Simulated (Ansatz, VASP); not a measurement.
Two plane-wave programs on ZnS

```
CELL_PARAMETERS angstrom
0.00000 2.72156 2.72156
2.72156 0.00000 2.72156
2.72156 2.72156 0.00000
ATOMIC_POSITIONS crystal
Zn 0.00000 0.00000 0.00000
S 0.75000 0.75000 0.75000
```

Alike in both runs: task relaxation of cell and atoms; functional PBE; k mesh 10 × 10 × 10; no spin polarisation.

|  | VASP | Ansatz |
| --- | --- | --- |
| version | VASP 6.6.1 | Ansatz 0.2.0 |
| potentials or method | VASP PAW PBE potentials, release 64 (Zn, S) | scalar-relativistic, plane waves, PAW |
| plane-wave cutoff (eV) | 600 | 420 |
| occupations | gaussian, width 0.01 eV | fixed |
| valence electrons in the cell | 18 | 18 |

```tsv
	VASP	Ansatz	Ansatz less VASP
gap on the k mesh at the Fermi level, each at its own relaxed structure (eV)	2.01	2.02	+0.006
relaxed volume (Å³/atom)	20.21	20.16	-0.050
relaxed cell length with the largest relative difference (Å)	3.852	3.849	-0.0032
```
